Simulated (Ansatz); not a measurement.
Take a crystal in which Ba has been replaced by Mg on all its sites, with the cell rescaled by a rough guess (in some cases also distorted within its space group) and nothing relaxed:

```xyz
1
Lattice="3.0245 0.0000 0.0000 0.0000 3.0245 0.0000 0.0000 0.0000 3.0245" Properties=species:S:1:pos:R:3 pbc="T T T"
Mg    0.0000    0.0000    0.0000
```

These are results of DFT PBE, scalar-relativistic, plane waves, PAW (Ansatz 0.2.0), not measurements.

Plane waves to 420 eV, a k mesh through Γ of 14×14×14 on the computed 1-atom cell and Gaussian smearing (0.10 eV); no spin polarisation.

**Question.** Will this cell want to expand or contract, and how hard?

**Answer.** The pressure is 0.0 GPa (positive in compression), so the cell would hardly change its volume.

**Question.** Is it a metal on this mesh?

**Answer.** Yes, a band crosses the Fermi level.

This simple cubic form isn't the element's structure at ambient conditions.